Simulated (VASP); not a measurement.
A run of VASP 6.6.1:

File POSCAR:

```
Al
1.0
    8.5913470000      0.0000000000      0.0000000000
    4.2956740000      7.4403250000      0.0000000000
    0.0000000000      0.0000000000     16.6765370000
Al
27
Direct
    0.1111123195      0.1111107378      0.0599644878
    0.4444477091      0.1111107378      0.0599644878
    0.7777830988      0.1111107378      0.0599644878
    0.1111138883      0.4444429511      0.0599644878
    0.4444492779      0.4444429511      0.0599644878
    0.7777730280      0.4444429511      0.0599644878
    0.1111154570      0.7777751644      0.0599644878
    0.4444508467      0.7777751644      0.0599644878
    0.7777745968      0.7777751644      0.0599644878
   -0.0961505646      0.2073162127      0.1892958952
    0.2259152147      0.2321135165      0.2003173680
    0.5688195123      0.2072490113      0.1969473638
   -0.1069367587      0.5360115318      0.1960778788
    0.2086486197      0.5748404808      0.1862437028
    0.5349578805      0.5477583304      0.2061339234
   -0.1308468765      0.9125811036      0.1973011543
    0.2256634381      0.8823404892      0.2054203460
    0.5499599340      0.8939932059      0.1975350158
    0.0058496730     -0.0129564233      0.3304163208
    0.3504214001      0.0086152151      0.3319634046
    0.6836899259      0.0005779317      0.3313037953
    0.0065588775      0.3377003021      0.3273221533
    0.3398672668      0.3332381314      0.3263027570
    0.6697416754      0.3307785614      0.3339902043
   -0.0127930475      0.6503076143      0.3263267428
    0.3380164367      0.6312358667      0.3381757256
    0.6676241934      0.6791504403      0.3401065821
```

The input INCAR.step1:

```
PREC = Accurate ; ENCUT = 520
ISMEAR = -1 ; SIGMA = 0.15
LREAL = Auto ; LASPH = T
NELM = 100 ; NBANDS = 60
GGA = PE ; ALGO = Normal
EDIFF = 1E-4 ; LWAVE = T
LCHARG = F
```

The input INCAR.step2:

```
PREC = Accurate ; ENCUT = 520
EDIFF = 1E-6 ; ISMEAR = -1
SIGMA = 0.15 ; LREAL = Auto
LASPH = T ; NELM = 100
ALGO = Normal ; ISIF = 2
LWAVE = F ; LCHARG = F
METAGGA = R2SCAN ; LMIXTAU = T
IVDW = 12 ; VDW_S6 = 1.0
VDW_S8 = 0.78981345 ; VDW_A1 = 0.49484001
VDW_A2 = 5.73083694 ; NBANDS = 60
ISTART = 1
```

KPOINTS

```
Automatic mesh
0
Gamma
  2 2 1
```

Potentials or basis: VASP PAW PBE potentials, release 64 (Al).

Launch:

```bash
$ cat potpaw_PBE.64/Al/POTCAR > POTCAR
$ cp INCAR.step1 INCAR
$ mpirun -np 1 vasp_std > vasp.out
$ cp INCAR.step2 INCAR
$ mpirun -np 1 vasp_std > vasp.out
```

Hardware: 1 thread of Intel(R) Xeon(R) 6975P-C (Granite Rapids), with other jobs on the host.

Problem. How long does it take, and how much memory?

Solution. Run time: 26 min on 1 thread of Intel(R) Xeon(R) 6975P-C (Granite Rapids), with other jobs on the host, peak memory 1.1 GiB. Counts: scf iterations 17, k points 4.
